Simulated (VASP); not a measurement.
Wanted: the native input for a VASP 6.6.1 run.

```
Task                   : relaxation of cell and atoms
Functional             : PBE
Potentials or basis    : VASP PAW PBE potentials, release 64 (C)
Cutoff                 : 520 eV
k mesh                 : 21 × 21 × 21
Occupations            : gaussian, width 0.1 eV
Spin                   : no spin polarisation
Further INCAR settings : ALGO = Normal; EDIFF = 1e-06; IBRION = 2; EDIFFG = -0.01; NSW = 90; ISIF = 3
```

The structure of C lies in POSCAR:

```
C
1.0
    0.0000000000      2.1270000000      3.3480000000
    1.2280000000      0.0000000000      3.3480000000
    1.2280000000      2.1270000000      0.0000000000
C
2
Direct
    0.1666700000      0.8333300000      0.1666700000
    0.8333300000      0.1666700000      0.8333300000
```

This isn't the form of C at room conditions, which is graphite.

One way to write it, as run:

INCAR

```
SYSTEM = C
ALGO     = Normal         ! electronic algorithm
EDIFF    = 1E-6           ! SCF threshold, eV
EDIFFG   = -0.01          ! ionic threshold
ENCUT    = 520            ! plane-wave cutoff, eV
GGA      = PE             ! functional
IBRION   = 2              ! ionic algorithm
ISIF     = 3              ! what is computed and relaxed
ISMEAR   = 0              ! smearing method
LASPH    = .TRUE.         ! aspherical terms in the spheres
LCHARG   = .FALSE.        ! write CHGCAR
LREAL    = .FALSE.        ! projectors in reciprocal space
LWAVE    = .FALSE.        ! write WAVECAR
NELM     = 120            ! most SCF steps
NSW      = 90             ! ionic steps
PREC     = Accurate       ! precision mode
SIGMA    = 0.1            ! smearing width, eV
```

KPOINTS

```
k-points
0
G
  21 21 21
  0 0 0
```

Potentials or basis: VASP PAW PBE potentials, release 64 (C).

The run is started by

```sh
$ cat potpaw_PBE.64/C/POTCAR > POTCAR
$ mpirun -np 1 vasp_std > vasp.out
```

It gave:

```
Relaxed volume                         : 9.92 Å³/atom
Relaxed cell                           : a = 4.328 Å, b = 3.961 Å, c = 2.468 Å, α = 81.04°, β = 64.68°, γ = 34.28°
Space group after relaxing (to 0.05 Å) : Fmmm (No. 69)
Energy gained by relaxing              : 13.6 meV/atom
Ionic steps                            : 18
Pressure after relaxing                : 0.0 GPa
Largest force after relaxing           : 0.010 eV/Å
Band gap on the k mesh                 : 0.03 eV, indirect (least direct gap 0.04 eV)
```

Caveat: an odd mesh through Γ misses points on the zone boundary, where band edges often lie; the volume moved by +13 % from the deposited cell, more than functionals usually miss.

It took 44 min on 1 thread of Intel(R) Xeon(R) Platinum 8175M CPU @ 2.50GHz (Skylake/Cascade Lake), with other jobs on the host, peak memory 0.26 GiB.
